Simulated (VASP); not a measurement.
# K₇I₈: nudged elastic band

K₇I₈, defect, 15 atoms in the cell. PBE, nudged elastic band; PAW potentials I, K_sv (PBE set).

Path: a K atom hops into a neighbouring K vacancy; Moving images: 3; Charge of the cell: -1.

## Input

INCAR.step1:
```
ALGO     = Normal         # electronic algorithm
EDIFF    = 1E-6           # SCF threshold, eV
EDIFFG   = -0.02          # ionic threshold
ENCUT    = 300            # plane-wave cutoff, eV
IBRION   = 2              # ionic algorithm
ISIF     = 2              # what is computed and relaxed
ISMEAR   = 0              # smearing method
ISYM     = 0            
KPAR     = 3            
LASPH    = T              # aspherical terms in the spheres
LCHARG   = F              # write CHGCAR
LREAL    = F              # projectors in reciprocal space
LWAVE    = F              # write WAVECAR
NELECT   = 120.0        
NELM     = 100            # most SCF steps
NSW      = 100            # ionic steps
POTIM    = 0.5            # step
PREC     = Normal         # precision mode
SIGMA    = 0.05           # smearing width, eV
```

INCAR.step3, as INCAR.step1 but for:
```
- EDIFFG = -0.02
- IBRION = 2
- ISIF = 2
- KPAR = 3
- POTIM = 0.5
+ EDIFFG = -0.05
+ IBRION = 1
+ IMAGES = 3
+ KPAR = 2
+ POTIM = 0.3
+ SPRING = -5
```

KPOINTS:
```
k-points
0
Gamma
  2 2 2
```

00/POSCAR:
```
K7I8
1.0
    0.0000000000      7.0655500000      7.0655500000
    7.0655500000      0.0000000000      7.0655500000
    7.0655500000      7.0655500000      0.0000000000
I K
8 7
Direct
    0.2500000426      0.2500005312      0.2499996253
    0.2520250453      0.2520248711      0.7479753249
    0.2520250358      0.7479753699      0.2520251385
    0.2520247960      0.7479750268      0.7479748311
    0.7479753183      0.2520250933      0.2520249322
    0.7479747633      0.2520249406      0.7479749039
    0.7479748842      0.7479753530      0.2520246372
    0.7499998973      0.7499997666      0.7499999470
    0.0000005507      0.0000002988      0.4999999764
    0.9999992799      0.4999999708      0.9999997693
    0.9999999536      0.4999998326      0.4999999404
    0.5000002598      0.9999990636      0.9999997100
    0.4999999999      0.9999998975      0.5000001524
    0.5000005922      0.5000001554      0.0000008845
    0.4999995812      0.4999998287      0.5000002270
```

01/POSCAR:
```
K7I8
1.0
    0.0000000000      7.0655500000      7.0655500000
    7.0655500000      0.0000000000      7.0655500000
    7.0655500000      7.0655500000      0.0000000000
I K
8 7
Direct
    0.2526384405      0.2526392688      0.2578034467
    0.2517555941      0.2517549578      0.7575215214
    0.2692485226      0.7307516327      0.2532095276
    0.2509403523      0.7490595845      0.7572159695
    0.7307444783      0.2692556714      0.2532043345
    0.7490602714      0.2509396144      0.7572163970
    0.7482449243      0.7482446396      0.2610315673
    0.7473610177      0.7473613709      0.7630808096
    0.0001112666     -0.0001108564      0.3847356630
    1.0001472053      0.5021659051      1.0080163069
    0.9998529998      0.4978349432      0.5103297653
    0.5021651883      1.0001465401      1.0080173570
    0.4978342591      0.9998522710      0.5103303881
    0.4999768950      0.5000235034      0.0078969896
    0.4999185846      0.5000809535      0.5103899565
```

02/POSCAR:
```
K7I8
1.0
    0.0000000000      7.0655500000      7.0655500000
    7.0655500000      0.0000000000      7.0655500000
    7.0655500000      7.0655500000      0.0000000000
I K
8 7
Direct
    0.2520561507      0.2520569007      0.2655384320
    0.2520499260      0.2520504025      0.7638721282
    0.2855321203      0.7144678530      0.2668472992
    0.2515320042      0.7484680132      0.7660308345
    0.7144469743      0.2855529814      0.2668472033
    0.7484690236      0.2515309842      0.7660307496
    0.7479501216      0.7479496492      0.2679719886
    0.7479438280      0.7479431312      0.7696510812
    0.0001510127     -0.0001508305      0.2666595018
    1.0002571629      0.5036120492      1.0148321518
    0.9997436976      0.4963898036      0.5187008842
    0.5036103046      1.0002561767      1.0148336315
    0.4963882050      0.9997424903      0.5187024869
    0.4999347878      0.5000654562      0.0140802180
    0.4999346807      0.5000649391      0.5194014090
```

03/POSCAR:
```
K7I8
1.0
    0.0000000000      7.0655500000      7.0655500000
    7.0655500000      0.0000000000      7.0655500000
    7.0655500000      7.0655500000      0.0000000000
I K
8 7
Direct
    0.2517543889      0.2517552569      0.2723152417
    0.2526381601      0.2526387488      0.7702659079
    0.2692447427      0.7307550762      0.2801497882
    0.2509395537      0.7490605393      0.7760298720
    0.7307479101      0.2692518931      0.2801547669
    0.7490613199      0.2509388092      0.7760294317
    0.7473618813      0.7473612555      0.2755423722
    0.7482454172      0.7482448958      0.7758244023
    0.0001111220     -0.0001111655      0.1485932023
    1.0001477145      0.5021659274      1.0230167339
    0.9998533639      0.4978351741      0.5253294759
    0.5021648660      1.0001468412      1.0230176070
    0.4978344003      0.9998521132      0.5253309385
    0.4999186047      0.5000814891      0.0229535905
    0.4999765546      0.5000231457      0.5254466690
```

04/POSCAR:
```
K7I8
1.0
    0.0000000000      7.0655500000      7.0655500000
    7.0655500000      0.0000000000      7.0655500000
    7.0655500000      7.0655500000      0.0000000000
I K
8 7
Direct
    0.2520227983      0.2520229840      0.2813107861
    0.2499998829      0.2500001873      0.7833334567
    0.2520225026      0.7479770814      0.2813103677
    0.2520227376      0.7479774578      0.7853562732
    0.7479769750      0.2520226094      0.2813103663
    0.7479774144      0.2520229042      0.7853561797
    0.7499998786      0.7499999349      0.2833331911
    0.7479769414      0.7479771492      0.7853559570
    0.0000002618     -0.0000006001      0.0333339010
    1.0000006249      0.5000005155      1.0333324969
    1.0000008374      0.5000000596      0.5333328027
    0.4999999171      0.9999998852      1.0333334107
    0.4999999833      0.9999994423      0.5333336765
    0.4999993366      0.5000005234      0.0333336372
    0.4999999081      0.4999998659      0.5333334971
```

POSCAR.step1:
```
K7I8
1.0
    0.0000000000      7.0655500000      7.0655500000
    7.0655500000      0.0000000000      7.0655500000
    7.0655500000      7.0655500000      0.0000000000
I K
8 7
Direct
    0.2500000000      0.2500000000      0.2500000000
    0.2500000000      0.2500000000      0.7500000000
    0.2500000000      0.7500000000      0.2500000000
    0.2500000000      0.7500000000      0.7500000000
    0.7500000000      0.2500000000      0.2500000000
    0.7500000000      0.2500000000      0.7500000000
    0.7500000000      0.7500000000      0.2500000000
    0.7500000000      0.7500000000      0.7500000000
    0.0000000000      0.0000000000      0.5000000000
    0.0000000000      0.5000000000      0.0000000000
    0.0000000000      0.5000000000      0.5000000000
    0.5000000000      0.0000000000      0.0000000000
    0.5000000000      0.0000000000      0.5000000000
    0.5000000000      0.5000000000      0.0000000000
    0.5000000000      0.5000000000      0.5000000000
```

POSCAR.step2:
```
K7I8
1.0
    0.0000000000      7.0655500000      7.0655500000
    7.0655500000      0.0000000000      7.0655500000
    7.0655500000      7.0655500000      0.0000000000
I K
8 7
Direct
    0.2500000000      0.2500000000      0.2500000000
    0.2500000000      0.2500000000      0.7500000000
    0.2500000000      0.7500000000      0.2500000000
    0.2500000000      0.7500000000      0.7500000000
    0.7500000000      0.2500000000      0.2500000000
    0.7500000000      0.2500000000      0.7500000000
    0.7500000000      0.7500000000      0.2500000000
    0.7500000000      0.7500000000      0.7500000000
    0.0000000000      0.0000000000      0.0000000000
    0.0000000000      0.5000000000      0.0000000000
    0.0000000000      0.5000000000      0.5000000000
    0.5000000000      0.0000000000      0.0000000000
    0.5000000000      0.0000000000      0.5000000000
    0.5000000000      0.5000000000      0.0000000000
    0.5000000000      0.5000000000      0.5000000000
```

Commands (each step's output is kept before the next begins):
```
cat potpaw_PBE.64/I/POTCAR potpaw_PBE.64/K_sv/POTCAR > POTCAR
cp INCAR.step1 INCAR
cp POSCAR.step1 POSCAR
mpirun -np 6 vasp_std > vasp.out
cp POSCAR.step2 POSCAR
mpirun -np 6 vasp_std > vasp.out
# 00 and 04 hold the relaxed ends, the second shifted as a whole so that the mean position stays; the images between are interpolated (pair-distance (IDPP))
cp INCAR.step3 INCAR
mpirun -np 6 vasp_std > vasp.out
```

## Result

- Barrier (eV): 0.741
- Barrier of the reverse step (eV): 0.741
- Energy of the second end over the first (eV): 0.000
- Top of the path (share of its length): 0.50
- Length of the path (Å): 6.02
- Steps of the band: 24
- Ionic steps, all stages: 32
- Electronic steps, all stages: 613

Energy along the relaxed band:

| Image | Distance along the path (Å) | Energy above the first end (eV) | Slope along the path (eV/Å) | Largest force across the path (eV/Å) |
|---|---|---|---|---|
| 0 | 0.000 | 0.000 | relaxed end |  |
| 1 | 1.509 | 0.305 | 0.392 | 0.043 |
| 2 | 3.013 | 0.741 | -0.000 | 0.046 |
| 3 | 4.516 | 0.306 | -0.391 | 0.043 |
| 4 | 6.025 | 0.000 | relaxed end |  |

The cell is IK (16 atoms) with one K atom missing.

The two ends have the same energy within 0.01 eV.

Limits: the cell holds 15 atoms, so the vacancy or interstitial meets its own images and the barrier isn't that of a lone defect; the cell is charged against a uniform background; the barrier compares two equally charged cells; the atom stays on the straight, symmetric line between the sites, so the barrier is an upper bound: a way around it wasn't tried.

VASP 6.6.1 took 2420 s on 6 cores (Intel Xeon Platinum 8259CL @ 2.50GHz (Skylake/Cascade Lake)), a shared host.
